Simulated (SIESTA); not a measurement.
Crystal: Ag.

```xyz
1
Lattice="0.0000 2.0427 2.0427 2.0427 0.0000 2.0427 2.0427 2.0427 0.0000" Properties=species:S:1:pos:R:3 pbc="T T T"
Ag    0.0000    0.0000    0.0000
```

Base run:

* Program: SIESTA 5.4.2
* Functional: PBE
* Potentials or basis: PseudoDojo 0.4 standard (PBE files)
* Basis: DZ (energy shift 0.003 Ry; two zetas on semicore shells)
* Grid cutoff: 800 Ry
* Energy shift: 0.003 Ry
* k mesh: 11 × 11 × 11
* Occupations: fermi-dirac, width 0.05 eV
* Spin: no spin polarisation

Its results: band gap on the k mesh none (metal or under the smearing width); pressure 2.6 GPa.

Task: The run is repeated on the same cell with these changes: basis from DZ (energy shift 0.003 Ry; two zetas on semicore shells) to SZ (energy shift 0.01 Ry); energy shift from 0.003 Ry to 0.01 Ry. What comes out?

Result: Band gap on the k mesh none (metal or under the smearing width); pressure 10.5 GPa.

Caveats: the basis has no polarisation orbitals; short orbitals over semicore shells can move pressures by several GPa; the basis of atomic orbitals isn't converged, which shifts pressures, moduli and gaps.
